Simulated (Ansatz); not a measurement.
NMR crystallography of TiO2: given against relaxed positions

Start: a COD entry.

Space group Pbcn (No. 60); a = 4.5318, b = 5.5019, c = 4.9063 Å.

| site | Wyckoff | site symmetry | x | y | z |
| --- | --- | --- | --- | --- | --- |
| Ti | 4c | .2. | 0.0000 | 0.1704 | 0.2500 |
| O | 8d | 1 | 0.2716 | 0.3814 | 0.4142 |

One atom of each set is listed.

Method: Kohn–Sham DFT in Ansatz, PBE, plane waves and PAW (field gradients read without the response of the frozen cores, which leaves them typically 4 to 6 % off), scalar-relativistic, 420 eV cutoff, Γ-centred 5×4×4 k-points, Fermi–Dirac smearing 0.02 eV.

The largest force at the start is 0.20 eV/Å. Relaxing the ions at fixed cell moves them by 0.030 Å at most (atom 1, Ti) and 0.028 Å rms.

| site | moved (Å) | first shell before | first shell after | V_zz before (10²¹ V/m²) | η before |
| --- | --- | --- | --- | --- | --- |
| Ti | 0.030 | 6 O at 1.87–2.06 Å | 6 O at 1.87–2.09 Å | -2.16 | 0.72 |
| O | 0.027 | 3 Ti at 1.87–2.06 Å | 3 Ti at 1.87–2.09 Å | -2.86 | 0.53 |

Task: How do the gradients change?

Result: 

| site | V_zz after | η after | change of V_zz |
| --- | --- | --- | --- |
| Ti | 2.88 | 0.51 | – |
| O | -2.80 | 0.53 | +0.06 |

The largest change of V_zz along a kept axis is on O, from -2.86 to -2.80. The whole tensor moves most on Ti, by 1.05 along its most changed direction. In per cent, |V_zz| changes by -2 on O (all sites that start above 0.5, bar those whose gradient vanishes or changes sign or whose main axis turns by over 40°). On Ti the largest principal value lies along another axis in the second run, so the two V_zz can't be compared directly.

At this cell the PBE pressure is 6 GPa, so with PBE the cell would grow if it were relaxed.
